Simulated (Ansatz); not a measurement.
# InPd (Pm-3m) in Ansatz: equation of state

Aim: energy against volume of InPd in PBE, for its equilibrium volume and stiffness.

Everything below comes from runs of Ansatz 0.2.0. Logs are shortened: lines on timing, memory, paths and dates and some standing lists are left out, and cuts for length are marked.

## (1) Starting point

The structure is cubic, space group Pm-3m (No. 221). The conventional cell has a = 3.272 Å, b = 3.272 Å, c = 3.272 Å, α = 90.00°, β = 90.00°, γ = 90.00°. Around In (site symmetry m-3m) lie 8 Pd at 2.83 Å. Pd (site symmetry m-3m) has 8 In at 2.83 Å as nearest neighbours.

The cell comes from a database or a generator and needn't be the stable form of this composition.

## (2) Equation of state, PBE

Potentials or basis: all-electron LAPW, scalar-relativistic.

This step only gathers the single runs of the series.

Results:

| Quantity | Value |
| --- | --- |
| Equilibrium volume | 18.03 Å³/atom |
| Bulk modulus | 114 GPa |
| Pressure derivative of the bulk modulus | 5.5 |

Energy against volume, from the lowest point:
```tsv
volume (Å³/atom)	energy (meV/atom)
16.462	58.78
16.813	33.61
17.163	16.01
17.513	5.08
17.863	0.00
18.214	0.10
18.564	4.76
```
